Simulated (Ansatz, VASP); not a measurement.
Sb: VASP beside Ansatz

```
CELL_PARAMETERS angstrom
0.00000 2.32405 2.32405
2.32405 0.00000 2.32405
2.32405 2.32405 0.00000
ATOMIC_POSITIONS crystal
Sb 0.00000 0.00000 0.00000
```

Change from the starting cell: volume scaled by 1.025.

Alike in both runs: task single point; functional PBEsol; k mesh 12 × 12 × 12; occupations fermi-dirac, width 0.05 eV; no spin polarisation.

|  | VASP | Ansatz |
| --- | --- | --- |
| version | VASP 6.6.1 | Ansatz 0.2.0 |
| potentials or method | VASP PAW PBE potentials, release 64 (Sb), cutoff 520 eV | all-electron LAPW, scalar-relativistic |

```tsv
	VASP	Ansatz	Ansatz less VASP
pressure (GPa)	3.2	3.2	0.00
```

Ansatz ran all-electron here, so the differences hold the error of VASP's frozen core and of both bases.

Caveats: the PAW data sets were made with another functional, which shifts forces and pressure a little (VASP). Spin-orbit coupling is left out, which matters for the levels of Sb.
